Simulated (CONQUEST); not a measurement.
**Zr under changes of volume**

One of the cells (23.281 Å³/atom); the others are scaled copies at fixed shape and fractional positions:

```
CELL_PARAMETERS angstrom
3.23200 0.00000 0.00000
0.00000 5.14700 0.00000
0.00000 0.00000 5.59799
ATOMIC_POSITIONS crystal
Zr 0.00000 0.75000 0.33333
Zr 0.50000 0.75000 0.83333
Zr 0.00000 0.25000 0.66667
Zr 0.50000 0.25000 0.16667
```

* Program: CONQUEST 1.3
* Functional: PBE
* Potentials or basis: PseudoDojo NC PBE, DZP, grid of 32 × 48 × 60 points
* k mesh: 8 × 5 × 5
* Occupations: fermi-dirac, width 0.05 eV
* Spin: no spin polarisation

| volume (Å³/atom) | energy over the lowest point (meV/atom) | pressure (GPa) | largest force (eV/Å) |
| --- | --- | --- | --- |
| 21.884 | 49.03 | 9.0 | 0.017 |
| 22.350 | 26.89 | 6.5 | 0.004 |
| 22.815 | 11.48 | 4.1 | 0.000 |
| 23.281 | 2.84 | 2.0 | 0.001 |
| 23.746 | 0.00 | 0.0 | 0.003 |
| 24.212 | 2.93 | -1.8 | 0.006 |
| 24.678 | ? | ? | ? |

Question: What does the run at 24.678 Å³/atom give?

Answer: Energy over the lowest point 10.83 meV/atom; pressure -3.4 GPa; largest force 0.006 eV/Å.

Worked out: A Birch-Murnaghan fit of order 3 (a polynomial in V^(-2/3)) to the other rows has its minimum at 23.73 Å³/atom with B0 = V·E''(V) = 99 GPa (rough, since the energies scatter) at fixed shape and positions, which overstates the stiffness. It gives 11.13 meV/atom at 24.678 Å³/atom, against the run's 10.83, and -dE/dV = -3.7 GPa, against -3.4.

Energies are extrapolated to zero smearing.

Caveats: the basis of atomic orbitals isn't converged, which shifts pressures, moduli and gaps.
